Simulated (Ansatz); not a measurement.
Set up this calculation in Ansatz 0.2.0, as the native input.

```
Task                : band structure
Functional          : PBE
Potentials or basis : all-electron LAPW, scalar-relativistic
Cutoff              : 164 eV (chosen from the basis error)
Basis error allowed : 0.002 eV/atom
k mesh              : 7 × 7 × 7
Occupations         : fermi-dirac, width 0.05 eV
Spin                : no spin polarisation
```

Crystal: ScAl3.

```
Sc Al
1.0
     4.08781    0.00000    0.00000
     0.00000    4.08781    0.00000
     0.00000    0.00000    4.08781
Sc Al
1 3
Direct
  0.00000 0.00000 0.00000
  0.50000 0.50000 0.00000
  0.00000 0.50000 0.50000
  0.50000 0.00000 0.50000
```

The cell is a database's computed one.

The input as run:

input.yaml

```yaml
crystal:
  lattice:
    - [4.08780657, 0.0, 0.0]
    - [0.0, 4.08780657, 0.0]
    - [0.0, 0.0, 4.08780657]
  atoms:
    - { symbol: Sc, position: [0.0, 0.0, 0.0] }
    - { symbol: Al, position: [0.5, 0.5, 0.0] }
    - { symbol: Al, position: [0.0, 0.5, 0.5] }
    - { symbol: Al, position: [0.5, 0.0, 0.5] }
kpoints:
  mp_grid: { grid: [7, 7, 7] }
  band_path:
    path:
      - [0.0, 0.0, 0.0]
      - [0.0, 0.5, 0.0]
      - [0.5, 0.5, 0.0]
      - [0.0, 0.0, 0.0]
      - [0.5, 0.5, 0.5]
      - [0.0, 0.5, 0.0]
    npoints: 12
scf:
  occupations: { method: fermi_dirac, width: 0.05 }
hamiltonian:
  xc: pbe
  pseudopotentials: { kind: all_electron, lapw: { basis_error: 0.002 } }
output:
  forces: true
  stress: true
  eigenvalues: true
```

Potentials or basis: all-electron LAPW, scalar-relativistic.

Command:

```sh
$ ansatz run input.yaml --threads 2 --pin off --max-ram 8192MiB --backend cpu --events-out ev --progress --plain --runs-dir out
```

Results of the run:

| Quantity | Value |
| --- | --- |
| Pressure | 1.1 GPa |
| Band gap along the path | none (metal or under the smearing width) |

Run time: 25 s on 2 threads of Intel(R) Xeon(R) Processor @ 2.50GHz (Skylake/Cascade Lake), with other jobs on the host, peak memory 0.3 GiB.
